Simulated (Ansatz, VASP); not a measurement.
**One calculation of In, two programs**

```xyz
1
Lattice="-1.5974 1.5974 2.4987 1.5974 -1.5974 2.4987 1.5974 1.5974 -2.4987" Properties=species:S:1:pos:R:3 pbc="T T T"
In    0.0000    0.0000    0.0000
```

Alike in both runs: functional PBEsol; k mesh 18 × 18 × 18; occupations gaussian, width 0.1 eV; no spin polarisation.

Ansatz relaxed the structure, and its values are those at the end. VASP's run is a single point on that final structure, the one shown.

|  | VASP | Ansatz |
| --- | --- | --- |
| version | VASP 6.6.1 | Ansatz 0.2.0 |
| potentials or method | VASP PAW PBE potentials, release 64 (In_d) | scalar-relativistic, plane waves, PAW |
| plane-wave cutoff (eV) | 520 | 420 |
| valence electrons in the cell | 13 | 13 |

```tsv
	VASP	Ansatz	Ansatz less VASP
gap on the k mesh at the Fermi level (eV)	none	none	-
pressure (GPa)	0.0	0.0	0.00
```

A gap of «none» marks a metal or a gap that the smearing closes. With one functional, cell and mesh, what is left measures potentials, basis and numerics.

Caveats: the PAW data sets were made with another functional, which shifts forces and pressure a little (VASP).
